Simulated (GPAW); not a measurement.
In:

```xyz
1
Lattice="-1.8825 1.8825 1.8825 1.8825 -1.8825 1.8825 1.8825 1.8825 -1.8825" Properties=species:S:1:pos:R:3 pbc="T T T"
In    0.0000    0.0000    0.0000
```

This isn't the form of In at room conditions, which is tetragonal.

- Program: GPAW 26.7.0
- Task: relaxation of cell and atoms
- Functional: revPBE
- Potentials or basis: the program's PAW data sets (release 1.2.1) made for this functional
- Cutoff: 600 eV
- Basis: pw
- k mesh: 10 × 10 × 10
- Occupations: fermi-dirac, width 0.05 eV
- Spin: no spin polarisation

At the start: pressure 2.3 GPa; volume 26.69 Å³/atom.

Problem. How do energy, volume and symmetry change on relaxing?

Solution. Over 4 steps the energy falls by 13.3 meV/atom and the volume is 28.47 Å³/atom (+6.7 %); space group Im-3m (No. 229, to 0.05 Å).

Step by step:
```
step  energy change (eV)  largest force (eV/Å)  pressure (GPa)  volume (Å³)
   1              0.0000                0.0000            2.34        26.69
   2             -0.0058                0.0000            1.67        27.14
   3             -0.0132                0.0000            0.12        28.37
   4             -0.0133                0.0000            0.01        28.47
```

Final structure:
```
In
1.0
    -1.92364    1.92364    1.92364
     1.92364   -1.92364    1.92364
     1.92364    1.92364   -1.92364
In
1
Direct
  0.00000 0.00000 0.00000
```

Caveat: later steps reuse the first step's grids.
